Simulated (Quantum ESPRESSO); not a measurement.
**TiC in Quantum ESPRESSO: the effect of functional**

The system is TiC.

```
Ti C
1.0
     0.00000    2.16572    2.16572
     2.16572    0.00000    2.16572
     2.16572    2.16572    0.00000
Ti C
1 1
Direct
  0.00000 0.00000 0.00000
  0.50000 0.50000 0.50000
```

The cell is a database's computed one.

Alike in all runs:

```yaml
Program: Quantum ESPRESSO 7.5
Task: phonon dispersion
Cutoff: 612 eV
Density_cutoff: 4898 eV
k_mesh: 12 × 12 × 12
Occupations: cold, width 0.2 eV
Spin: no spin polarisation
```

Each run relaxes the cell or the atoms first.

```tsv
functional	potentials or basis	relaxed volume (Å³/atom)	highest phonon frequency (cm⁻¹)
LDA	GBRV 1.5 LDA	9.68	746
PBE	GBRV 1.5 PBE	10.16	719
PBEsol	GBRV 1.5 PBEsol	?	?
```

Task: What does the run with functional PBEsol give?

Result: Relaxed volume 9.89 Å³/atom; highest phonon frequency 733 cm⁻¹.
